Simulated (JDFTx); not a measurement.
# ZnSe (Stilleite) (F-43m) in JDFTx: reference runs

Aim: a first look at ZnSe (Stilleite) with PBEsol, on the cell as given.

Program: JDFTx 1.7.0 (patched build). These are calculated values, not measurements. Logs are shortened: lines on timing, memory, paths and dates and some standing lists are left out, and cuts for length are marked. The log counts tension as positive stress, the text compression.

**Measured values to compare with.**

From “Alloy Disordering Effects on the Thermal Conductivity and Energy Gap Temperature Dependence of Cd1−xZnxSe Ternary Crystals Grown by the Bridgman Method”, 2023, pmc:10253836, for a bulk crystal of ZnSe at 300 K: band gap 2.695 ± 0.003 eV (an exciton energy, a little under the gap).

The runs below are set against these values where they give the same quantity.

**1. The crystal as given**

Symmetry: F-43m, No. 216, cubic system. Conventional cell: a = 5.668 Å, b = 5.668 Å, c = 5.668 Å, α = 90.00°, β = 90.00°, γ = 90.00°. Se (site symmetry -43m) has 4 Zn at 2.45 Å as nearest neighbours. Around Zn (site symmetry -43m) lie 4 Se at 2.45 Å.

**2. Single point, PBEsol**

Contents of ZnSe.in:

```
lattice \
    0.0000000000     5.3551058920     5.3551058920 \
    5.3551058920     0.0000000000     5.3551058920 \
    5.3551058920     5.3551058920     0.0000000000
coords-type Lattice
ion Se     0.7500000000     0.7500000000     0.7500000000 1
ion Zn     0.0000000000     0.0000000000     0.0000000000 1

ion-species pseudo/Se.upf
ion-species pseudo/Zn.upf
elec-cutoff 43 344
elec-ex-corr gga-PBEsol
kpoint-folding 8 8 8
elec-smearing Fermi 0.0018374661
elec-n-bands 25
electronic-SCF nIterations 100 energyDiffThreshold 1e-09
electronic-minimize nIterations 30 energyDiffThreshold 1e-7
converge-empty-states yes
forces-output-coords Cartesian

dump-name run.$VAR
dump End Ecomponents EigStats BandEigs Kpoints Forces Stress
```

Potentials or basis: PseudoDojo-SR-PBEsol-0.4.1-standard with smoothed tails.

The run is started by

```sh
$ jdftx -c 1 -i ZnSe.in -o ZnSe.out
```

Log:

```text
*************** JDFTx 1.7.0 (patched build) ***************

Input parsed successfully to the following command list (including defaults):
[... the input with its defaults ...]

---------- Setting up symmetries ----------

Found 48 point-group symmetries of the bravais lattice
Found 24 space-group symmetries with basis
Applied RMS atom displacement 0 bohrs to make symmetries exact.

---------- Initializing the Grid ----------
R =
[            0      5.35511      5.35511  ]
[      5.35511            0      5.35511  ]
[      5.35511      5.35511            0  ]
unit cell volume = 307.138
G =
[  -0.586654   0.586654   0.586654  ]
[   0.586654  -0.586654   0.586654  ]
[   0.586654   0.586654  -0.586654  ]
Minimum fftbox size, Smin = [  64  64  64  ]
Chosen fftbox size, S = [  64  64  64  ]

---------- Initializing tighter grid for wavefunction operations ----------
R =
[            0      5.35511      5.35511  ]
[      5.35511            0      5.35511  ]
[      5.35511      5.35511            0  ]
unit cell volume = 307.138
G =
[  -0.586654   0.586654   0.586654  ]
[   0.586654  -0.586654   0.586654  ]
[   0.586654   0.586654  -0.586654  ]
Minimum fftbox size, Smin = [  48  48  48  ]
Chosen fftbox size, S = [  48  48  48  ]

---------- Exchange Correlation functional ----------
Initalized PBEsol GGA exchange.
Initalized PBEsol GGA correlation.

---------- Setting up pseudopotentials ----------
Width of ionic core gaussian charges (only for fluid interactions / plotting) set to 0

Reading pseudopotential file 'pseudo/Se.upf':
  'Se' pseudopotential, 'PBESOL' functional
  Generated using ONCVPSP code by D. R. Hamann
  16 valence electrons, 3 orbitals, 6 projectors, 1001 radial grid points, with lMax = 2
    3D    l: 2   occupation: 10.0   eigenvalue: -1.952113
    4S    l: 0   occupation:  2.0   eigenvalue: -0.635470
    4P    l: 1   occupation:  4.0   eigenvalue: -0.239251
  Core radius for overlap checks: 1.83 bohrs.

Reading pseudopotential file 'pseudo/Zn.upf':
  'Zn' pseudopotential, 'PBESOL' functional
  Generated using ONCVPSP code by D. R. Hamann
  20 valence electrons, 4 orbitals, 6 projectors, 1001 radial grid points, with lMax = 2
    3S    l: 0   occupation:  2.0   eigenvalue: -4.737836
    3P    l: 1   occupation:  6.0   eigenvalue: -3.059602
    3D    l: 2   occupation: 10.0   eigenvalue: -0.373698
    4S    l: 0   occupation:  2.0   eigenvalue: -0.220431
  Core radius for overlap checks: 1.79 bohrs.

Initialized 2 species with 2 total atoms.

Folded 1 k-points by 8x8x8 to 512 k-points.

---------- Setting up k-points, bands, fillings ----------
Adding inversion symmetry to k-mesh for non-inversion-symmetric unit cell.
Reduced to 29 k-points under symmetry.
Computing the number of bands and number of electrons
Calculating initial fillings.
nElectrons:  36.000000   nBands: 25   nStates: 29

----- Setting up reduced wavefunction bases (one per k-point) -----
average nbasis = 4136.818 , ideal nbasis = 4136.479

---------- Setting up ewald sum ----------
Optimum gaussian width for ewald sums = 2.432196 bohr.
Real space sum over 1331 unit cells with max indices [  5  5  5  ]
Reciprocal space sum over 2197 terms with max indices [  6  6  6  ]

---------- Allocating electronic variables ----------
Initializing wave functions:  linear combination of atomic orbitals
Note: number of bands (25) exceeds available atomic orbitals (19)
Se pseudo-atom occupations:   s ( 2 )  p ( 4 )  d ( 10 )
Zn pseudo-atom occupations:   s ( 2 2 )  p ( 6 )  d ( 10 )
	FillingsUpdate:  mu: +0.361647346  nElectrons: 36.000000
LCAOMinimize: Iter:   0  F: -317.8352668787226207  |grad|_K:  1.908e-03  alpha:  1.000e+00
	FillingsUpdate:  mu: +0.344832987  nElectrons: 36.000000
LCAOMinimize: Iter:   1  F: -317.8547961706598244  |grad|_K:  2.847e-05  alpha:  5.851e-01  linmin: -1.039e-02  cgtest:  1.693e-02
LCAOMinimize: Encountered beta<0, resetting CG.
[... 4 lines of inner loops ...]
LCAOMinimize: Iter:   3  F: -317.8548032448496201  |grad|_K:  1.670e-07  alpha:  8.388e-01  linmin: -8.977e-05  cgtest:  7.335e-04
	FillingsUpdate:  mu: +0.344900040  nElectrons: 36.000000
LCAOMinimize: Iter:   4  F: -317.8548032450293022  |grad|_K:  8.298e-09  alpha:  7.115e-01  linmin:  1.118e-02  cgtest: -6.180e-02
LCAOMinimize: Converged (|Delta F|<1.000000e-06 for 2 iters).

-------- Electronic minimization -----------
Will mix electronic density at each iteration.
	FillingsUpdate:  mu: +0.344900040  nElectrons: 36.000000
	FillingsUpdate:  mu: +0.332877092  nElectrons: 36.000000
SCF: Cycle:  0   F: -317.922608837067060   dF: -6.781e-02   |Residual|: 8.924e-02   |deigs|: 1.341e-01
	FillingsUpdate:  mu: +0.326727222  nElectrons: 36.000000
SCF: Cycle:  1   F: -317.934389750357752   dF: -1.178e-02   |Residual|: 3.530e-02   |deigs|: 2.418e-02
	FillingsUpdate:  mu: +0.324688645  nElectrons: 36.000000
SCF: Cycle:  2   F: -317.935368470079993   dF: -9.787e-04   |Residual|: 9.128e-03   |deigs|: 8.244e-03
	FillingsUpdate:  mu: +0.325337131  nElectrons: 36.000000
SCF: Cycle:  3   F: -317.935383055390787   dF: -1.459e-05   |Residual|: 2.972e-03   |deigs|: 8.206e-04
	FillingsUpdate:  mu: +0.325907631  nElectrons: 36.000000
SCF: Cycle:  4   F: -317.935387561400546   dF: -4.506e-06   |Residual|: 7.384e-04   |deigs|: 1.089e-03
	FillingsUpdate:  mu: +0.325947273  nElectrons: 36.000000
SCF: Cycle:  5   F: -317.935387995426424   dF: -4.340e-07   |Residual|: 3.765e-04   |deigs|: 1.413e-04
	FillingsUpdate:  mu: +0.326038037  nElectrons: 36.000000
SCF: Cycle:  6   F: -317.935388147077106   dF: -1.517e-07   |Residual|: 7.820e-05   |deigs|: 1.000e-04
	FillingsUpdate:  mu: +0.326034729  nElectrons: 36.000000
SCF: Cycle:  7   F: -317.935388177922903   dF: -3.085e-08   |Residual|: 4.120e-05   |deigs|: 1.950e-05
	FillingsUpdate:  mu: +0.326037628  nElectrons: 36.000000
SCF: Cycle:  8   F: -317.935388188139655   dF: -1.022e-08   |Residual|: 2.174e-05   |deigs|: 1.616e-05
	FillingsUpdate:  mu: +0.326036909  nElectrons: 36.000000
SCF: Cycle:  9   F: -317.935388192038658   dF: -3.899e-09   |Residual|: 6.895e-06   |deigs|: 1.534e-05
	FillingsUpdate:  mu: +0.326036970  nElectrons: 36.000000
SCF: Cycle: 10   F: -317.935388193234246   dF: -1.196e-09   |Residual|: 3.587e-06   |deigs|: 1.200e-05
	FillingsUpdate:  mu: +0.326036776  nElectrons: 36.000000
SCF: Cycle: 11   F: -317.935388193674896   dF: -4.407e-10   |Residual|: 3.382e-06   |deigs|: 1.211e-05
	FillingsUpdate:  mu: +0.326036767  nElectrons: 36.000000
SCF: Cycle: 12   F: -317.935388193835024   dF: -1.601e-10   |Residual|: 7.951e-07   |deigs|: 5.678e-05
SCF: Converged (|Delta E|<1.000000e-09 for 2 iters).

Setting wave functions to eigenvectors of Hamiltonian
Converging empty states (this may take a while): |deigs|: 2.159e-04

# Stress tensor in Cartesian coordinates [Eh/a0^3]:
[  4.00174e-05            0            0  ]
[            0  4.00174e-05            0  ]
[            0            0  4.00174e-05  ]

# Ionic positions in lattice coordinates:
ion Se   0.750000000000000   0.750000000000000   0.750000000000000 1
ion Zn   0.000000000000000   0.000000000000000   0.000000000000000 1

# Forces in Cartesian coordinates:
force Se  -0.000000000000000  -0.000000000000000  -0.000000000000000 1
force Zn  -0.000000000000000  -0.000000000000000   0.000000000000000 1

# Energy components:
   Eewald =     -164.3715648413457586
       EH =      124.8142783373914284
     Eloc =     -314.4326020611781018
      Enl =     -100.5249262494947118
      Exc =      -46.2265876767758570
 Exc_core =       12.1399417002026730
       KE =      170.6660726004758999
-------------------------------------
     Etot =     -317.9353881907244386
       TS =        0.0000000031105855
-------------------------------------
        F =     -317.9353881938350241

IonicMinimize: Iter:   0  F: -317.935388193835024  |grad|_K:       -nan
IonicMinimize: None of the convergence criteria satisfied after 0 iterations.

#--- Lowdin population analysis ---
# oxidation-state Se -0.987
# oxidation-state Zn +1.205

Dumping 'run.eigStats' ...
	eMin: -4.287294 at state 0 ( [ +0.000000 +0.000000 +0.000000 ] spin 0 )
	HOMO: +0.303282 at state 0 ( [ +0.000000 +0.000000 +0.000000 ] spin 0 )
	mu  : +0.326037
	LUMO: +0.346266 at state 0 ( [ +0.000000 +0.000000 +0.000000 ] spin 0 )
	eMax: +0.868674 at state 17 ( [ +0.000000 +0.375000 +0.375000 ] spin 0 )
	HOMO-LUMO gap: +0.042983
	Optical gap  : +0.042983 at state 0 ( [ +0.000000 +0.000000 +0.000000 ] spin 0 )
Done!
[note: the Lowdin charges miss the electrons that lie outside the files' atomic orbitals]
[note: mu as printed may lie anywhere between the filled and the empty levels]
```

Run time: 2 min. Hardware: 1 thread of AMD EPYC 7R43 (Zen 3), shared host; peak memory 0.18 GiB.

What came out:

```
Free energy            : -8651.4626 eV
Pressure               : -1.2 GPa
Band gap on the k mesh : 1.17 eV, direct
```

Levels at points of the mesh, in eV from the valence-band top:
| k point | band 16 | band 17 | band 18 | band 19 | band 20 | band 21 |
| --- | --- | --- | --- | --- | --- | --- |
| (0.00, 0.00, 0.00) | 0.00 | 0.00 | 0.00 | 1.17 | 5.75 | 5.75 |
| (0.00, 0.00, 0.50) | -5.27 | -0.87 | -0.87 | 2.45 | 6.32 | 6.32 |
| (0.00, 0.50, 0.50) | -4.78 | -2.20 | -2.20 | 2.85 | 3.39 | 10.59 |

**3. Against experiment**

Step 2. Measured gap of ZnSe: 2.695 eV (an exciton energy, a little under the gap; 300 K; “Alloy Disordering Effects on the Thermal Conductivity and Energy Gap Temperature Dependence of Cd1−xZnxSe Ternary Crystals Grown by the Bridgman Method”, 2023, pmc:10253836). This calculation gives 1.17 eV (-1.53 eV). So large a miss can be the level of theory's own, or it may mean another phase, state or a wrong row. Spin-orbit coupling on Se is left out. The value is that of PBEsol, without temperature or zero-point motion. Semilocal functionals fall short of measured gaps as a rule.
